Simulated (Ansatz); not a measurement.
Wanted: the native input for an Ansatz 0.2.0 run.

```yaml
Task: density of states
Functional: PBEsol0
Potentials_or_basis: Ansatz PAW
Cutoff: "420 eV (not typed: the program's choice for these potentials)"
k_mesh: 5 × 5 × 3
Occupations: gaussian, width 0.05 eV
Spin: no spin polarisation
```

Crystal: N.

```xyz
4
Lattice="4.1672 0.0000 0.0000 -2.0836 3.6089 0.0000 0.0000 0.0000 7.0060" Properties=species:S:1:pos:R:3 pbc="T T T"
N     2.1007    1.2296    4.6204
N     2.0894    1.2057    5.7534
N    -0.0043    2.3892    1.1828
N     0.0693    2.5486    2.3136
```

The cell isn't the ideal one: atoms moved at random, drawn with an rms of 0.1 Å.

These files were run (other wordings do the same):

input.yaml

```yaml
crystal:
  lattice:
    - [4.1672328106, 0.0, 0.0]
    - [-2.0836164053, 3.6089294775, 0.0]
    - [0.0, 0.0, 7.00600351]
  atoms:
    - { symbol: "N", position: [0.674461, 0.340714, 0.659495] }
    - { symbol: "N", position: [0.668423, 0.334086, 0.821213] }
    - { symbol: "N", position: [0.32999, 0.662034, 0.168832] }
    - { symbol: "N", position: [0.369723, 0.706188, 0.330231] }
hamiltonian:
  xc: { exchange: pbesol, correlation: pbesol, exx: { coeff: 0.25 } }
  pseudopotentials: { kind: paw }
kpoints:
  mp_grid: { grid: [5, 5, 3] }
scf:
  occupations: { method: gaussian, width: 0.05 }
  n_extra_bands: 10
output:
  forces: true
  stress: true
  eigenvalues: true
  dos: { projected: false, de: 0.05 }
```

Potentials or basis: Ansatz PAW.

The run is started by

```sh
$ ansatz run input.yaml --threads 2 --pin off --max-ram 5632MiB --backend cpu --events-out ev --progress --plain --runs-dir out
```

Results of the run:

```json
{
 "Pressure": "-7.7 GPa",
 "Largest force": "7.493 eV/Å",
 "Band gap on the k mesh": "9.79 eV, indirect (least direct gap 10.03 eV)"
}
```

Caveat: odd divisions of the mesh miss points on the zone boundary, where band edges often lie, so the gap on the mesh can be too wide; the PAW data sets come from PBE, with cores solved anew for the run's functional, which leaves a small shift of forces and pressure; forces of over 1 eV/Å show positions far from the minimum, so gaps and moduli don't describe the material at rest; the thresholds are loose for stress.

It took 5.8 min on 2 threads of Intel(R) Xeon(R) Processor @ 2.50GHz (Skylake/Cascade Lake) (shared host), peak memory 2.2 GiB.
